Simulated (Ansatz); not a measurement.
# LiCl: how the settings move a single-point run

Aim: see which settings change the result for LiCl, by how much, and at what cost. The cell is built on a prototype (zincblende) and needn't be the phase found in nature.

Computed with Ansatz 0.2.0 (reference: DFT, HSE06, plane waves, PAW, unless a step's input says otherwise).

5 further runs of the same task are left out: 2 for a known fault of the program, 3 that didn't finish.

### Step 1. Starting point

It takes space group F-43m (No. 216, cubic). The conventional cell has a = 5.466 Å, b = 5.466 Å, c = 5.466 Å, α = 90.00°, β = 90.00°, γ = 90.00°. Li (site symmetry -43m) is surrounded by 4 Cl at 2.37 Å. Cl (site symmetry -43m) is surrounded by 4 Li at 2.37 Å.

Coordinates:

```cif
data_structure
_symmetry_space_group_name_H-M 'F-43m'
_symmetry_Int_Tables_number 216
_cell_length_a 5.4661
_cell_length_b 5.4661
_cell_length_c 5.4661
_cell_angle_alpha 90.000
_cell_angle_beta 90.000
_cell_angle_gamma 90.000
_cell_volume 163.32
loop_
_atom_site_label
_atom_site_type_symbol
_atom_site_symmetry_multiplicity
_atom_site_Wyckoff_symbol
_atom_site_fract_x
_atom_site_fract_y
_atom_site_fract_z
_atom_site_occupancy
Li1 Li 4 a 0.00000 0.00000 0.00000 1
Cl1 Cl 4 d 0.25000 0.25000 0.75000 1
```

### Step 2. Baseline

Contents of input.yaml:

```yaml
crystal:
  lattice:
    - [0.0, 2.7330425439, 2.7330425439]
    - [2.7330425439, 0.0, 2.7330425439]
    - [2.7330425439, 2.7330425439, 0.0]
  atoms:
    - { symbol: Li, position: [0.0, 0.0, 0.0] }
    - { symbol: Cl, position: [0.25, 0.25, 0.25] }
kpoints:
  mp_grid: { grid: [4, 4, 4] }
hamiltonian:
  xc: hse06
scf:
  occupations: { method: fixed }
  n_extra_bands: 4
output:
  forces: true
  stress: true
  eigenvalues: true
  write_density: true
  write_potential: true
  elf: true
  volumetric_format: npy
```

The run is started by

```console
> ansatz run input.yaml --threads 4 --pin off --max-ram 3686MiB --backend cpu --events-out ev --progress --plain --runs-dir out
```

### Step 3. Changed: exchange pbe, correlation pbe, coeff 0.2, omega 0.3

input.yaml: that of step 2 with these lines changed.

```diff
@@ -11,3 +11,3 @@
 hamiltonian:
-  xc: hse06
+  xc: { exchange: pbe, correlation: pbe, exx: { coeff: 0.2, omega: 0.3 } }
 scf:
@@ -19,5 +19 @@
   eigenvalues: true
-  write_density: true
-  write_potential: true
-  elf: true
-  volumetric_format: npy
```

### Step 4. Changed: q_mesh [2, 2, 2]

input.yaml: that of step 2 with these lines changed.

```diff
@@ -15,2 +15,3 @@
   n_extra_bands: 4
+  exx: { q_mesh: [2, 2, 2] }
 output:
@@ -19,5 +20 @@
   eigenvalues: true
-  write_density: true
-  write_potential: true
-  elf: true
-  volumetric_format: npy
```

### Step 5. Changed: ecutwfc 250

input.yaml: that of step 2 with these lines changed.

```diff
@@ -19,5 +19,3 @@
   eigenvalues: true
-  write_density: true
-  write_potential: true
-  elf: true
-  volumetric_format: npy
+basis:
+  ecutwfc: 250
```

Before running it: what results should come out? Wanted: for each run, ending; energy change; pressure; gap; force.

As calculated:

```tsv
run	ending	energy change	pressure (GPa)	gap (eV)	force (eV/Å)	cycles	time
reference	converged	0	0.2	7.39	0.00	9	3 s
1: exchange pbe, correlation pbe, coeff 0.2, omega 0.3	converged	not comparable	0.3	6.92	0.00	9	3.2 s
2: q_mesh [2, 2, 2]	converged	-	0.2	7.39	0.00	9	3.1 s
3: ecutwfc 250	converged	+45.4 meV/atom	0.3	7.38	0.00	9	1.8 s
```

Times don't compare one to one where runs were asked for different outputs or read a saved state (see the inputs); cycles may leave out searches for a lower state.

Residual by cycle in the longest SCF loop of each run; runs are numbered as in the table. The quantity is the density residual dr2, in eV.

```tsv
cycle	reference	run 1	run 2	run 3
1	0.00177	0.00112	0.00177	0.00249
2	5.0e-4	3.2e-4	5.0e-4	7.0e-4
3	9.1e-5	2.9e-5	9.1e-5	9.2e-5
4	1.2e-5	3.8e-6	1.2e-5	1.1e-5
5	7.4e-7	1.7e-7	7.4e-7	9.0e-7
```

«ecutwfc 250» moves the energy by +45.4 meV/atom. Run 3 ran under the cutoff that the potentials recommend, as the log warns, so basis error is mixed into its values, and swamps them where the cutoff is far short.
